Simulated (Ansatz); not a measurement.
# BaTiO3 (Barioperovskite) under changes of volume

One of the cells (12.867 Å³/atom); the others are scaled copies at fixed shape and fractional positions:

```xyz
5
Lattice="3.9855 0.0000 0.0000 0.0000 2.8369 2.8451 0.0000 -2.8369 2.8451" Properties=species:S:1:pos:R:3 pbc="T T T"
Ba    0.0000    0.0000    0.0000
Ti    1.9928    0.0000    2.9157
O     1.9928    1.3804    4.2594
O     1.9928   -1.3804    4.2594
O     0.0000    0.0000    2.7735
```

| Item | Value |
| --- | --- |
| Program | Ansatz 0.2.0 |
| Functional | PBE |
| Potentials or basis | Ansatz PAW |
| Cutoff | 420 eV (not typed: the program's choice for these potentials) |
| k mesh | 7 × 7 × 7 |
| Occupations | fermi-dirac, width 0.05 eV |
| Spin | no spin polarisation |

| volume (Å³/atom) | energy over the lowest point (meV/atom) | pressure (GPa) | gap on the mesh (eV) | largest force (eV/Å) |
| --- | --- | --- | --- | --- |
| 12.095 | 39.95 | 14.5 | 2.13 | 0.257 |
| 12.353 | 20.36 | 10.0 | 2.08 | 0.219 |
| 12.610 | ? | ? | ? | ? |
| 12.867 | 1.07 | 2.3 | 1.98 | 0.270 |
| 13.125 | 0.00 | -0.9 | 1.94 | 0.328 |
| 13.382 | 3.89 | -3.9 | 1.89 | 0.392 |
| 13.639 | 12.23 | -6.5 | 1.85 | 0.457 |

Q: What does the run at 12.610 Å³/atom give?

A: Energy over the lowest point 7.63 meV/atom; pressure 5.9 GPa; gap on the mesh 2.03 eV; largest force 0.228 eV/Å.

Worked out: A Birch-Murnaghan fit of order 3 (a polynomial in V^(-2/3)) to the other rows has its minimum at 13.05 Å³/atom with B0 = V·E''(V) = 162 GPa and B' = 4.3 at fixed shape and positions, which overstates the stiffness. It gives 7.66 meV/atom at 12.610 Å³/atom, against the run's 7.63, and -dE/dV = 5.9 GPa, against 5.9. A straight line through the other rows of the gap, of slope -2.34 eV per unit of ln V, gives 2.03 eV, against the run's 2.03.

Energies are extrapolated to zero smearing.

Caveats: odd divisions of the mesh miss points on the zone boundary, where band edges often lie, so the gap on the mesh can be too wide; spin-orbit coupling is left out, which moves the levels of the heavy elements.

A mesh can miss the band edges.
